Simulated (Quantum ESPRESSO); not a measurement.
# FeO (Wuestite): single point with PBEsol

Crystal: FeO (Wuestite).

```
CELL_PARAMETERS angstrom
1.51882 0.87689 2.51958
-1.51882 0.87689 2.51958
0.00000 -1.75378 2.51958
ATOMIC_POSITIONS crystal
Fe 0.00000 0.00000 0.00000
O 0.50000 0.50000 0.50000
```

```
Program             : Quantum ESPRESSO 7.5
Task                : single point
Functional          : PBEsol
Potentials or basis : GBRV 1.5 PBEsol
Cutoff              : 762 eV
Density cutoff      : 6095 eV
k mesh              : 9 × 9 × 9
Occupations         : fermi-dirac, width 0.05 eV
Spin                : collinear spin, ferromagnetic start
Starting moments    : [3.0, 0.0] μB
Mixing beta         : 0.3
Most SCF iterations : 120
SCF threshold       : 4e-10 Ry
```

```json
{"Pressure": "-9.4 GPa", "Band gap on the k mesh": "none (metal or under the smearing width)", "Net moment": "4.00 μB per cell", "Absolute moment": "4.02 μB per cell", "Site moments": "Fe +3.46; O +0.32 μB", "Valence electrons inside the program's atomic spheres": "Fe 13.54; O 5.82"}
```

Stress tensor (GPa, compression positive):
```
 -8.99   0.00   0.00
  0.00  -8.99   0.00
  0.00   0.00 -10.09
```

Levels at points of the mesh, in eV from the Fermi level:
Spin up:
```csv
k point,band 10,band 11,band 12,band 13,band 14,band 15,band 16,band 17
"(0.00, 0.00, 0.00)",-3.93,-3.93,-3.74,-3.74,-0.16,14.91,16.39,16.79
```
Spin down:
```csv
k point,band 6,band 7,band 8,band 9,band 10,band 11,band 12,band 13
"(0.00, 0.00, 0.00)",-3.44,-3.33,-3.33,-0.78,-0.68,-0.68,0.12,0.12
```

It took 33 s on 2 MPI ranks on AMD EPYC 7R43 64-Core Processor (Zen 3), with other jobs on the host, peak memory 0.24 GiB a rank.

Caveat: a cell with one magnetic atom can't hold antiferromagnetic order, which such compounds often take; semilocal functionals often make such compounds metallic where correlation or magnetic order opens a gap, which also shifts bond lengths. With open d or f shells a metallic result of PBEsol can be an artefact of self-interaction; +U or a hybrid may open a gap.
